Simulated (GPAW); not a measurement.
This GPAW 26.7.0 run on TePb needs a look.

run.py

```python
import json
import numpy as np
import spglib
from ase.constraints import FixSymmetry
from ase.filters import FrechetCellFilter
from ase.io import read, write
from ase.optimize import BFGS
from ase.stress import full_3x3_to_voigt_6_stress, voigt_6_to_full_3x3_strain, voigt_6_to_full_3x3_stress
from ase.units import GPa
from gpaw import GPAW, PW

atoms = read('POSCAR')

calc = GPAW(mode=PW(600),
            xc='MGGA_X_SCAN+MGGA_C_SCAN',
            kpts={'size': (4, 4, 4), 'gamma': True},
            occupations={'name': 'fermi-dirac', 'width': 0.05},
            nbands=9,
            convergence={'density': 1e-06, 'eigenstates': 1e-09},
            maxiter=100,
            txt='gpaw.txt')
atoms.calc = calc
atoms.set_constraint(FixSymmetry(atoms))
BFGS(FrechetCellFilter(atoms), trajectory='relax.traj', logfile='-').run(fmax=0.005, steps=40)
atoms.set_constraint()
energy = atoms.get_potential_energy()
forces = atoms.get_forces()
stress = atoms.get_stress()
calc.write('gs.gpw')
write('result.traj', atoms)
print('Cell:', atoms.cell.cellpar().round(4))
print(atoms.get_scaled_positions().round(5))

gpts = tuple(int(n) for n in calc.get_number_of_grid_points())
cell = atoms.cell[:].T
dataset = spglib.get_symmetry((atoms.cell[:], atoms.get_scaled_positions(), atoms.numbers), symprec=1e-4)
rotations = [cell @ w @ np.linalg.inv(cell) for w in dataset['rotations']]
strains, clamped, relaxed = [], [], []
for v in [0, 3]:
    for e in (-0.005, 0.005):
        voigt = np.zeros(6)
        voigt[v] = e
        F = voigt_6_to_full_3x3_strain(voigt)
        a = atoms.copy()
        a.set_cell(atoms.cell[:] @ F, scale_atoms=True)
        c = GPAW(mode=PW(600),
                 xc='MGGA_X_SCAN+MGGA_C_SCAN',
                 kpts={'size': (4, 4, 4), 'gamma': True},
                 occupations={'name': 'fermi-dirac', 'width': 0.05},
                 nbands=9,
                 convergence={'density': 1e-06, 'eigenstates': 1e-09},
                 maxiter=100,
                 gpts=gpts,
                 txt=f'strain-{v}{e:+.3f}.txt')
        a.calc = c
        s0 = s1 = a.get_stress() - stress
        BFGS(a, logfile=None).run(fmax=0.003, steps=25)
        s1 = a.get_stress() - stress
        print(v, e, 'clamped', (s0 / GPa).round(3), 'relaxed', (s1 / GPa).round(3), flush=True)
        for R in rotations:  # images under the point group
            eps = R @ (F - np.eye(3)) @ R.T
            strains.append(full_3x3_to_voigt_6_stress(eps) * [1, 1, 1, 2, 2, 2])
            for s, rows in ((s0, clamped), (s1, relaxed)):
                rows.append(full_3x3_to_voigt_6_stress(R @ voigt_6_to_full_3x3_stress(s) @ R.T))

C0, C = (np.linalg.lstsq(np.array(strains), np.array(s), rcond=None)[0].T / GPa for s in (clamped, relaxed))
print('Clamped-ion Cij (GPa):')
print(C0.round(1))
print('Relaxed-ion Cij (GPa):')
print(C.round(1))
json.dump({'clamped': C0.tolist(), 'relaxed': C.tolist()}, open('elastic.json', 'w'))
```

Contents of POSCAR:

```
TePb
1.0
    0.0000000000      3.2310000000      3.2310000000
    3.2310000000      0.0000000000      3.2310000000
    3.2310000000      3.2310000000      0.0000000000
Pb Te
1 1
Direct
    0.0000000000      0.0000000000      0.0000000000
    0.5000000000      0.5000000000      0.5000000000
```

Potentials or basis: GPAW PAW data sets (gpaw-data 1.2.1), pw.

Run with:

```bash
$ OMP_NUM_THREADS=1 python run.py
```

gpaw.txt:

```text
__  _  _
 | _ |_)|_||  |
 |__||  | ||/\| - 26.7.0

Input parameters:
  mode=PW(ecut=600.0),
  convergence={'density': 1e-06, 'eigenstates': 1e-09},
  kpts=MonkhorstPack(size=(4, 4, 4), gamma=True),
  maxiter=100,
  nbands=9,
  occupations=Occupations(name='fermi-dirac', width=0.05),
  xc=XC(name='MGGA_X_SCAN+MGGA_C_SCAN')
```

On the terminal:

```text
Traceback (most recent call last):
[... 19 lines left out ...]
  File "new/builder.py", line 564, in calculate_number_of_bands
ValueError: Too few bands!  Electrons: 20.0, bands: 9
```

Question: Diagnose the run.

Answer: The input was rejected before any iteration. The input holds a flaw that was put in on purpose: fewer bands than the electrons need (nbands = 9).
